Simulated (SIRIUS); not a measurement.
## Li2S under changes of volume

One of the cells (15.650 Å³/atom); the others are scaled copies at fixed shape and fractional positions:

```
S Li
1.0
     0.00000    2.86334    2.86334
     2.86334    0.00000    2.86334
     2.86334    2.86334    0.00000
S Li
1 2
Direct
  0.00000 0.00000 0.00000
  0.75000 0.75000 0.75000
  0.25000 0.25000 0.25000
```

```yaml
Program: SIRIUS 7.10.0
Functional: PBE
Potentials_or_basis: PseudoDojo 0.4.1 PBE standard (scalar relativistic)
Cutoff: 1030 eV
Density_cutoff: 4119 eV
k_mesh: 8 × 8 × 8
Occupations: fermi-dirac, width 0.05 eV
Spin: no spin polarisation
```

```tsv
volume (Å³/atom)	energy over the lowest point (meV/atom)	pressure (GPa)	gap on the mesh (eV)
14.423	?	?	?
14.730	4.79	2.2	3.36
15.037	1.47	1.2	3.38
15.650	0.00	-0.4	3.40
15.957	1.54	-1.2	3.41
16.264	4.40	-1.8	3.42
```

Problem. What does the run at 14.423 Å³/atom give?

Solution. Energy over the lowest point 10.07 meV/atom; pressure 3.3 GPa; gap on the mesh 3.34 eV.

Worked out: A Birch-Murnaghan fit of order 3 (a polynomial in V^(-2/3)) to the other rows has its minimum at 15.48 Å³/atom with B0 = V·E''(V) = 41 GPa and B' = 3.9. It gives 10.08 meV/atom at 14.423 Å³/atom, against the run's 10.07, and -dE/dV = 3.3 GPa, against 3.3. A straight line through the other rows of the gap, of slope 0.581 eV per unit of ln V, extrapolates to 3.35 eV, against the run's 3.34.

Energies are extrapolated to zero smearing.

A mesh can miss the band edges.
